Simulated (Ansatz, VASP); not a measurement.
## PtSe2 (Sudovikovite) in VASP and in Ansatz

The input INCAR:

```
SYSTEM = PtSe2
PREC = Accurate ; ENCUT = 520
EDIFF = 1E-7 ; ISMEAR = -1
SIGMA = 0.05 ; LREAL = .FALSE.
LASPH = .TRUE. ; NELM = 80
ALGO = Normal ; ISIF = 2
LWAVE = .FALSE. ; LCHARG = .FALSE.
NBANDS = 18
```

File KPOINTS:

```
Automatic mesh
0
G
  8 8 5
  0 0 0
```

File POSCAR:

```
PtSe2
1.0
    3.7730056198      0.0000000000      0.0000000000
   -1.8865028099      3.2675187154      0.0000000000
    0.0000000000      0.0000000000      5.1286129021
Pt Se
1 2
Direct
    0.0000000000      0.0000000000      0.0000000000
    0.6666666667      0.3333333333      0.7500000000
    0.3333333333      0.6666666667      0.2500000000
```

File input.yaml:

```yaml
crystal:
  lattice:
    - [3.7730056198, 0.0, 0.0]
    - [-1.8865028099, 3.2675187154, 0.0]
    - [0.0, 0.0, 5.1286129021]
  atoms:
    - { symbol: Pt, position: [0.0, 0.0, 0.0] }
    - { symbol: Se, position: [0.6666666667, 0.3333333333, 0.75] }
    - { symbol: Se, position: [0.3333333333, 0.6666666667, 0.25] }
kpoints:
  mp_grid: { grid: [8, 8, 5] }
scf:
  occupations: { method: fermi_dirac, width: 0.05 }
hamiltonian:
  xc: lda
  pseudopotentials: { kind: all_electron, lapw: { basis_error: 0.002 } }
output:
  forces: true
  stress: true
  eigenvalues: true
```

Change from the starting cell: volume scaled by 1.04.

Alike in both runs: task single point; functional LDA; k mesh 8 × 8 × 5; occupations fermi-dirac, width 0.05 eV; no spin polarisation.

|  | VASP | Ansatz |
| --- | --- | --- |
| version | VASP 6.6.1 | Ansatz 0.2.0 |
| potentials or method | VASP PAW LDA potentials, release 64 (Pt, Se) | all-electron LAPW, scalar-relativistic |
| plane-wave cutoff (eV) | 520 | see its input |

|  | VASP | Ansatz | Ansatz less VASP |
| --- | --- | --- | --- |
| gap on the k mesh at the Fermi level (eV) | none | none | - |
| pressure (GPa) | -4.9 | -5.2 | -0.30 |
| largest component of the traceless stress (GPa) | 0.40 | 0.50 | +0.106 |
| rms of the force components (eV/Å) | 0.101 | 0.123 | +0.0217 |

Atom by atom the forces differ by 0.022 eV/Å (rms over components). A gap of «none» marks a metal or a gap that the smearing closes. Ansatz ran all-electron here, so the differences hold the error of VASP's frozen core and of both bases.

Spin-orbit coupling is left out, which matters for the levels of Pt.
